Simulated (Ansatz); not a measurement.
Input, command and steps of an Ansatz relaxation.

```yaml
crystal:
  lattice:
    - [1.5128343199, 0.8734353019, 2.1824884773]
    - [-1.5128343199, 0.8734353019, 2.1824884773]
    - [0.0, -1.7468706037, 2.1824884774]
  atoms:
    - { symbol: Co, position: [0.0, 0.0, 0.0], spin: 2.7 }
    - { symbol: O, position: [0.5, 0.5, 0.5], spin: 0.34 }
basis:
  ecutwfc: 420
kpoints:
  mp_grid: { grid: [18, 18, 18] }
hamiltonian:
  xc: pbe
scf:
  occupations: { method: gaussian, width: 0.1 }
output:
  forces: true
  stress: true
  eigenvalues: true
  populations: true
magnetization:
  spin_polarized: true
relax:
  adjacent_minimum: "off"
  f_tol: 0.01
  max_steps: 30
  cell: { stress_tol: 0.1, fix: [volume] }
```

```bash
ansatz run input.yaml --threads 1 --pin off --max-ram 2560MiB --backend cpu --events-out ev --progress --plain --runs-dir out
```

Computed with DFT PBE, scalar-relativistic, plane waves, PAW in Ansatz 0.2.0.

The volume is held at 0.91 times that of the relaxed cell.

Of 4 frames 3 are shown, positions in Å and forces in eV/Å; the SCF threshold varies from step to step. Steps run on the plane waves of an earlier cell, with a Pulay correction in the pressure. The basis is chosen afresh for the last frame, the zero of the energies, and at times for earlier ones too; energy and pressure step there, also at an unchanged geometry.

```xyz
2
Lattice="1.5128 0.8734 2.1825 -1.5128 0.8734 2.1825 0.0000 -1.7469 2.1825" Properties=species:S:1:pos:R:3:forces:R:3 pbc="T T T" step=1 free_energy_over_end_meV_per_atom=0.39 pressure_GPa=17.20
Co    0.0000    0.0000    0.0000    0.0000    0.0000    0.0000
O     0.0000    0.0000    3.2737    0.0000    0.0000    0.0000
2
Lattice="1.5151 0.8748 2.1759 -1.5151 0.8748 2.1759 0.0000 -1.7495 2.1759" Properties=species:S:1:pos:R:3:forces:R:3 pbc="T T T" step=2 free_energy_over_end_meV_per_atom=0.20 pressure_GPa=17.08
Co    0.0000    0.0000    0.0000    0.0000    0.0000    0.0000
O     0.0000    0.0000    3.2638    0.0000    0.0000    0.0000
2
Lattice="1.5203 0.8778 2.1611 -1.5203 0.8778 2.1611 0.0000 -1.7555 2.1611" Properties=species:S:1:pos:R:3:forces:R:3 pbc="T T T" step=4 free_energy_over_end_meV_per_atom=0.00 pressure_GPa=16.83
Co    0.0000    0.0000    0.0000    0.0000    0.0000    0.0000
O     0.0000    0.0000    3.2416    0.0000    0.0000    0.0000
```

It took 100 s on 1 thread of Intel(R) Xeon(R) Platinum 8488C (Sapphire Rapids), on a shared host, peak memory 0.66 GiB.

The cell holds one magnetic atom, so it can only be ferromagnetic; an antiferromagnetic order may lie lower.